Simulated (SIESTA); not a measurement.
## BN: Wannier functions with PBE

**Experimental background.**

A printed reference work, monograph reports, for a bulk crystal of BN at 300 K: band gap 6.4 eV (indirect).

Crystal: BN.

```
N B
1.0
     0.00000    1.81300    1.81300
     1.81300    0.00000    1.81300
     1.81300    1.81300    0.00000
N B
1 1
Direct
  0.25000 0.25000 0.25000
  0.00000 0.00000 0.00000
```

The cell is a database's computed one.

| Quantity | Value |
| --- | --- |
| Program | SIESTA 5.4.2 |
| Task | Wannier functions |
| Functional | PBE |
| Potentials or basis | PseudoDojo 0.4 standard (PBE files) |
| Basis | DZP (energy shift 0.003 Ry) |
| Grid cutoff | 800 Ry |
| Energy shift | 0.003 Ry |
| k mesh | 10 × 10 × 10 |
| Occupations | fermi-dirac, width 0.05 eV |
| Spin | no spin polarisation |
| Wannier functions | 4 |
| bands left out below | 0 |
| Wannier mesh | 6 × 6 × 6 |

```json
{"Pressure": "2.6 GPa", "Band gap on the k mesh": "4.56 eV, indirect (least direct gap 8.84 eV)", "Total Wannier spread": "2.72 Å² over 4 functions"}
```

Wannier centres (Å) and spreads (Å²):
```tsv
function	x	y	z	spread
1	0.595	0.595	0.595	0.680
2	1.218	1.218	0.595	0.680
3	1.218	0.595	1.218	0.680
4	0.595	1.218	1.218	0.680
```

Wall time 72 s on 1 thread of Arm Neoverse V2, on a shared host, peak memory 0.32 GiB.

Against the measured gap of BN, 6.4 eV (indirect; 300 K; a printed reference work, monograph), the calculated 4.56 eV is off by -1.84 eV. The value is that of PBE in an atomic basis (PseudoDojo 0.4 standard (PBE files), DZP (energy shift 0.003 Ry)), whose error adds to the functional's, on a finite k mesh, which can miss the band edges, without temperature or zero-point motion. Semilocal functionals fall short of measured gaps as a rule. The cell is a database's relaxed one, not the measured one, which moves gaps too.

Caveat: the basis of atomic orbitals isn't converged, which shifts pressures, moduli and gaps.
